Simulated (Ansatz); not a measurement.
# CdO (Monteponite) (Fm-3m) in Ansatz: notebook

The runs below take CdO (Monteponite) through single point, equation of state, with BPBE.

All numbers are computed with Ansatz 0.2.0; they aren't measurements. Logs are shortened: lines on timing, memory, paths and dates and some standing lists are left out, and cuts for length are marked.

**1. The structure**

Symmetry: Fm-3m, No. 225, cubic system. The conventional cell has a = 4.699 Å, b = 4.699 Å, c = 4.699 Å, α = 90.00°, β = 90.00°, γ = 90.00°. Around Cd (site symmetry m-3m) lie 6 O at 2.35 Å. O (site symmetry m-3m) has 6 Cd at 2.35 Å as nearest neighbours.

**2. Single point, BPBE, 12.19 Å³/atom (volume scaled by 0.94)**

input.yaml

```yaml
crystal:
  lattice:
    - [0.0, 2.3015375624, 2.3015375624]
    - [2.3015375624, 0.0, 2.3015375624]
    - [2.3015375624, 2.3015375624, 0.0]
  atoms:
    - { symbol: Cd, position: [0.0, 0.0, 0.0] }
    - { symbol: O, position: [0.5, 0.5, 0.5] }
hamiltonian:
  xc: { exchange: b88, correlation: pbe }
  pseudopotentials: { kind: paw }
kpoints:
  mp_grid: { grid: [10, 10, 10] }
scf:
  occupations: { method: fermi_dirac, width: 0.05 }
output:
  forces: true
  stress: true
  eigenvalues: true
  write_density: true
  write_potential: true
  elf: true
  volumetric_format: npy
```

Potentials or basis: Ansatz PAW.

On the command line:

```sh
$ ansatz run input.yaml --threads 2 --pin off --max-ram 5120MiB --backend cpu --events-out ev --progress --plain --runs-dir out
```

Output:

```text
Warning: RAYON_NUM_THREADS=2 ignored (pool sized by the plan → 2); use --threads N
Engine: ansatz 0.2.0, aarch64-unknown-linux-gnu
Pseudopotentials: kind: paw
Pseudopotential: Cd, paw, valence charge 20, recommended cutoff 420 eV (normal), Cd.paw.azcp
Pseudopotential: O, paw, valence charge 6, recommended cutoff 420 eV (normal), O.paw.azcp
Functional definition: unnamed
  exchange = b88_x
  correlation = pbe_c
Crystal: 2 atoms, lattice volume = 24.383 Å³
Basis set: ecut = 420 eV, 531 PW (Γ), exchange–correlation on 48×48×48 points (8 copies of the dense FFT grid, shifted against one another)
Bands: 17, of which v1, the nominal top of the filled ones, is band 13 counted from 1 (12 counted from 0)
Symmetry: 48 space group operations
Space group: Fm-3m (ITA 225), of the structure as read, at distance tolerance 2.9e-5 Å
k-points: 47 of 1000
Non-local potential: Cd, projectors of the file, l = 0: 3, l = 1: 2, l = 2: 2, l = 3: 1
Non-local potential: O, projectors of the file, l = 0: 2, l = 1: 2, l = 2: 1
PAW form: soft (Blöchl's): semilocal exchange-correlation on the pseudo side does not see the compensation charge
PAW frozen core: Cd, regenerated for the run's functional, and the local potential with it (the file was generated under x = pbe(κ = 0.804, μ = 0.2195149727645171), c = pbe(β = 0.06672455060314922))
PAW frozen core: O, regenerated for the run's functional, and the local potential with it (the file was generated under x = pbe(κ = 0.804, μ = 0.2195149727645171), c = pbe(β = 0.06672455060314922))
PAW one-centre angular grid: Cd, 590 points (default); XC on 64 Gauss nodes
PAW one-centre angular grid: O, 110 points (default); XC on 64 Gauss nodes
Initial density: superposition of atomic densities (neutral atoms: chi_scale 0, normalization atom), corrected by the library's trained network
Initial wavefunctions: pseudopotential atomic-orbital guess
Functional: x = b88, c = pbe(β = 0.06672455060314922)
SCF iter   1: F=—  HF=-8841.324507 eV  |F-HF|=—  |Δ(HF+E_count)|=         —  Δρ=3.56e-3  dr2=1.87e-3  ethr=1.77e-3  ⟨swp⟩=5.1  Hψ=3586  notcnv=0
preconditioner: auto → none  [insulator: Δε(μ)=0.721 eV  Ē_g=15.963 eV  σ=0.050 eV  W_gap=0.96  n_scr=14 (ndim 8)  ℏωp=31.9 eV  f_vac=0.000  D(μ)=0.04/eV (n_scr^D=0)  ε∞_Penn≈5.0]
SCF iter   2: F=—  HF=-8841.324383 eV  |F-HF|=—  |Δ(HF+E_count)|=   1.23e-4  Δρ=9.47e-4  dr2=1.82e-4  ethr=7.20e-6  ⟨swp⟩=2.7  Hψ=1714  notcnv=0
SCF iter   3: F=—  HF=-8841.324383 eV  |F-HF|=—  |Δ(HF+E_count)|=   1.97e-7  Δρ=2.92e-4  dr2=1.15e-5  ethr=7.00e-7  ⟨swp⟩=2.6  Hψ=1128  notcnv=0
SCF iter   4: F=—  HF=-8841.324321 eV  |F-HF|=—  |Δ(HF+E_count)|=   6.17e-5  Δρ=7.08e-5  dr2=4.40e-7  ethr=4.41e-8  ⟨swp⟩=2.7  Hψ=1328  notcnv=0
iter 5 did not close the SCF: its close was put off for the readings that it lacked (scf_convergence_deferred on its scf_iter line)
SCF iter   5: F=-8841.324322 eV  HF=-8841.324322 eV  |F-HF|=1.33e-10  |Δ(HF+E_count)|=   8.27e-7  Δρ=5.48e-6  dr2=4.54e-9  ethr=1.69e-9  ⟨swp⟩=2.0  Hψ=1218  notcnv=0
SCF iter   6: F=-8841.324322 eV  HF=-8841.324322 eV  |F-HF|=1.38e-10  |Δ(HF+E_count)|=   2.05e-9  Δρ=1.02e-6  dr2=1.77e-10  ethr=1.74e-11  ⟨swp⟩=4.0  Hψ=3806  notcnv=0
SCF 1 converged in 6 iterations: F = -8841.324322 eV  dr2 = 1.77e-10
SCF converged after 6 iterations
Free energy (F): -8841.324322 eV
Harris-Foulkes:  -8841.324322 eV  (|F-HF|=1.38e-10)
Internal energy: -8841.323805 eV  (E = F + TS)
E sigma→0 (E₀):  -8841.324064 eV
Entropy (-TS):   -0.000517 eV (-0.259 meV/atom)
Fermi energy:    14.085492 eV
--- Per-component energies (eV) ---
  E_band       = -323.760230
  E_kinetic    = 682.357525
  E_local      = -2923.603771  (includes V_loc(G=0)·N_el)
  E_nonlocal   = 85.118647
  E_hartree    = 1365.245591
  E_xc         = -251.965124
  E_vxc        = -317.579142  (∫ρ·V_xc dr)
  E_paw        = -4262.681264  (= ΣΔE_a)
  E_vpaw       = -580.547269  (= ΣTr[D̂ρ^β])
  E_aug_tail   = 0.002409  (compensation charges beyond the density's cutoff)
  E_ewald      = -3535.779083
  E_core_change = -0.018735  (= ΣΔE_core)
  E_smearing   = -0.000517  (= −TS)
  E_closure    = 0.000000  (closes the sum)
  Σ components = -8841.324322   (vs F -8841.324322, Δ=0.00e0)
--- Forces (eV/Å), atoms counted from 1 ---
  atom   1  Cd    -0.00000000     0.00000000     0.00000000
  atom   2  O      0.00000000     0.00000000     0.00000000
  max |Σ_I F_I| component: 1.47e-29 eV/Å
--- Stress (GPa, compression-positive) ---
       16.535187      -0.000000      -0.000000
        0.000000      16.535187       0.000000
       -0.000000      -0.000000      16.535187
  P = ⅓ Tr σ = 16.5352 GPa (165.352 kbar)
--- Band table (eV; the first three rows and the last of 47) ---
  k-point 0: bands = ["-86.5372", "-47.6313", "-47.6313", "-47.6313", "-3.9155", "7.0867", "7.0867", "7.0867", "7.4328", "7.4328", "12.3063", "12.3063", "12.3063", "13.6498", "28.4965", "31.4146", "31.4146"]
  k-point 1: bands = ["-86.5371", "-47.6335", "-47.6316", "-47.6316", "-3.8363", "7.0343", "7.1030", "7.1030", "7.3482", "7.3482", "11.4826", "12.4794", "12.4794", "14.6313", "27.5890", "30.6406", "30.6406"]
  k-point 2: bands = ["-86.5367", "-47.6392", "-47.6325", "-47.6325", "-3.6212", "6.8350", "6.9460", "6.9460", "7.3598", "7.3598", "10.5577", "12.9048", "12.9048", "16.0516", "25.4656", "29.0471", "29.0471"]
  k-point 46: bands = ["-86.5353", "-47.6484", "-47.6445", "-47.6404", "-3.0762", "6.7554", "6.8845", "7.0761", "7.8887", "8.1582", "10.3266", "10.9005", "11.8876", "20.0250", "22.8835", "23.4139", "25.4537"]
```

It took 1.1 s on 2 threads of Arm Neoverse V1, shared host; peak memory 0.28 GiB.

Results:

- Free energy: -8841.3243 eV
- Pressure: 16.5 GPa
- Band gap on the k mesh: none (metal or under the smearing width)

Caveat: the pressure holds a Pulay correction of +0.6 GPa for the finite cutoff; the PAW data sets come from PBE, with cores solved anew for the run's functional, which leaves a small shift of forces and pressure.

**3. Single point, BPBE, 12.45 Å³/atom (volume scaled by 0.96)**

input.yaml

```yaml
crystal:
  lattice:
    - [0.0, 2.3177461075, 2.3177461075]
    - [2.3177461075, 0.0, 2.3177461075]
    - [2.3177461075, 2.3177461075, 0.0]
  atoms:
    - { symbol: Cd, position: [0.0, 0.0, 0.0] }
    - { symbol: O, position: [0.5, 0.5, 0.5] }
hamiltonian:
  xc: { exchange: b88, correlation: pbe }
  pseudopotentials: { kind: paw }
kpoints:
  mp_grid: { grid: [10, 10, 10] }
scf:
  occupations: { method: fermi_dirac, width: 0.05 }
output:
  forces: true
  stress: true
  eigenvalues: true
```

Potentials or basis: Ansatz PAW.

On the command line:

```sh
$ ansatz run input.yaml --threads 2 --pin off --max-ram 5120MiB --backend cpu --events-out ev --progress --plain --runs-dir out
```

Wall time 0.88 s (2 threads of Arm Neoverse V1, shared host); peak memory 0.28 GiB.

The run converged. Its results:

```yaml
Free_energy: -8841.3711 eV
Pressure: 12.5 GPa
Band_gap_on_the_k_mesh: none (metal or under the smearing width)
```

Caveat: the pressure holds a Pulay correction of +0.6 GPa for the finite cutoff; the PAW data sets come from PBE, with cores solved anew for the run's functional, which leaves a small shift of forces and pressure.

**4. Single point, BPBE, 12.71 Å³/atom (volume scaled by 0.98)**

Edit input.yaml of step 3 so:

```diff
@@ -2,5 +2,5 @@
   lattice:
-    - [0.0, 2.3177461075, 2.3177461075]
-    - [2.3177461075, 0.0, 2.3177461075]
-    - [2.3177461075, 2.3177461075, 0.0]
+    - [0.0, 2.3337310685, 2.3337310685]
+    - [2.3337310685, 0.0, 2.3337310685]
+    - [2.3337310685, 2.3337310685, 0.0]
   atoms:
```

On the command line:

```sh
$ ansatz run input.yaml --threads 2 --pin off --max-ram 5120MiB --backend cpu --events-out ev --progress --plain --runs-dir out
```

It took 0.86 s on 2 threads of Arm Neoverse V1, shared host; peak memory 0.28 GiB.

The run converged. Its results:

| Item | Value |
| --- | --- |
| Free energy | -8841.4056 eV |
| Pressure | 8.9 GPa |
| Band gap on the k mesh | none (metal or under the smearing width) |

Caveat: the pressure holds a Pulay correction of +0.5 GPa for the finite cutoff; the PAW data sets come from PBE, with cores solved anew for the run's functional, which leaves a small shift of forces and pressure.

**5. Single point, BPBE, 12.97 Å³/atom**

Edit input.yaml of step 4 so:

```diff
@@ -2,5 +2,5 @@
   lattice:
-    - [0.0, 2.3337310685, 2.3337310685]
-    - [2.3337310685, 0.0, 2.3337310685]
-    - [2.3337310685, 2.3337310685, 0.0]
+    - [0.0, 2.3495, 2.3495]
+    - [2.3495, 0.0, 2.3495]
+    - [2.3495, 2.3495, 0.0]
   atoms:
```

On the command line:

```sh
$ ansatz run input.yaml --threads 2 --pin off --max-ram 5120MiB --backend cpu --events-out ev --progress --plain --runs-dir out
```

Wall time 0.82 s (2 threads of Arm Neoverse V1, shared host); peak memory 0.28 GiB.

It converged, with:

* Free energy: -8841.4289 eV
* Pressure: 5.6 GPa
* Band gap on the k mesh: none (metal or under the smearing width)

Caveat: the pressure holds a Pulay correction of +0.5 GPa for the finite cutoff; the PAW data sets come from PBE, with cores solved anew for the run's functional, which leaves a small shift of forces and pressure.

**6. Single point, BPBE, 13.23 Å³/atom (volume scaled by 1.02)**

Edit input.yaml of step 5 so:

```diff
@@ -2,5 +2,5 @@
   lattice:
-    - [0.0, 2.3495, 2.3495]
-    - [2.3495, 0.0, 2.3495]
-    - [2.3495, 2.3495, 0.0]
+    - [0.0, 2.3650600561, 2.3650600561]
+    - [2.3650600561, 0.0, 2.3650600561]
+    - [2.3650600561, 2.3650600561, 0.0]
   atoms:
@@ -19 +19,5 @@
   eigenvalues: true
+  write_density: true
+  write_potential: true
+  elf: true
+  volumetric_format: npy
```

Potentials or basis: Ansatz PAW.

On the command line:

```sh
$ ansatz run input.yaml --threads 2 --pin off --max-ram 5120MiB --backend cpu --events-out ev --progress --plain --runs-dir out
```

Wall time 1 s (2 threads of Arm Neoverse V1, shared host); peak memory 0.28 GiB.

Results (log left out):

* Free energy: -8841.4422 eV
* Pressure: 2.7 GPa
* Band gap on the k mesh: none (metal or under the smearing width)

Caveat: the pressure holds a Pulay correction of +0.5 GPa for the finite cutoff; the PAW data sets come from PBE, with cores solved anew for the run's functional, which leaves a small shift of forces and pressure.

**7. Single point, BPBE, 13.49 Å³/atom (volume scaled by 1.04)**

input.yaml

```yaml
crystal:
  lattice:
    - [0.0, 2.3804180193, 2.3804180193]
    - [2.3804180193, 0.0, 2.3804180193]
    - [2.3804180193, 2.3804180193, 0.0]
  atoms:
    - { symbol: Cd, position: [0.0, 0.0, 0.0] }
    - { symbol: O, position: [0.5, 0.5, 0.5] }
hamiltonian:
  xc: { exchange: b88, correlation: pbe }
  pseudopotentials: { kind: paw }
kpoints:
  mp_grid: { grid: [10, 10, 10] }
scf:
  occupations: { method: fermi_dirac, width: 0.05 }
output:
  forces: true
  stress: true
  eigenvalues: true
```

On the command line:

```sh
$ ansatz run input.yaml --threads 2 --pin off --max-ram 5120MiB --backend cpu --events-out ev --progress --plain --runs-dir out
```

It took 0.79 s on 2 threads of Arm Neoverse V1, shared host; peak memory 0.28 GiB.

It converged, with:

```
Free energy            : -8841.4468 eV
Pressure               : 0.1 GPa
Band gap on the k mesh : none (metal or under the smearing width)
```

Caveat: the pressure holds a Pulay correction of +0.5 GPa for the finite cutoff; the PAW data sets come from PBE, with cores solved anew for the run's functional, which leaves a small shift of forces and pressure.

**8. Single point, BPBE, 13.75 Å³/atom (volume scaled by 1.06)**

Edit input.yaml of step 7 so:

```diff
@@ -2,5 +2,5 @@
   lattice:
-    - [0.0, 2.3804180193, 2.3804180193]
-    - [2.3804180193, 0.0, 2.3804180193]
-    - [2.3804180193, 2.3804180193, 0.0]
+    - [0.0, 2.3955803263, 2.3955803263]
+    - [2.3955803263, 0.0, 2.3955803263]
+    - [2.3955803263, 2.3955803263, 0.0]
   atoms:
```

On the command line:

```sh
$ ansatz run input.yaml --threads 2 --pin off --max-ram 5120MiB --backend cpu --events-out ev --progress --plain --runs-dir out
```

Wall time 0.83 s (2 threads of Arm Neoverse V1, shared host); peak memory 0.28 GiB.

The run converged. Its results:

| Item | Value |
| --- | --- |
| Free energy | -8841.4432 eV |
| Pressure | -2.2 GPa |
| Band gap on the k mesh | none (metal or under the smearing width) |

Caveat: the pressure holds a Pulay correction of +0.5 GPa for the finite cutoff; the PAW data sets come from PBE, with cores solved anew for the run's functional, which leaves a small shift of forces and pressure.

**9. Equation of state, BPBE**

Potentials or basis: Ansatz PAW.

No new run: the results of the series are fitted here.

Results:

| Quantity | Value |
| --- | --- |
| Equilibrium volume | 13.50 Å³/atom |
| Bulk modulus | 127 GPa |
| Pressure derivative of the bulk modulus | 4.7 |

Energy against volume, from the lowest point:
| volume (Å³/atom) | energy (meV/atom) |
| --- | --- |
| 12.191 | 61.22 |
| 12.451 | 37.82 |
| 12.710 | 20.60 |
| 12.970 | 8.93 |
| 13.229 | 2.28 |
| 13.488 | 0.00 |
| 13.748 | 1.76 |

Caveat: the potentials were made for another functional, which shifts forces and pressure. Zero-point motion and thermal expansion aren't in these numbers.
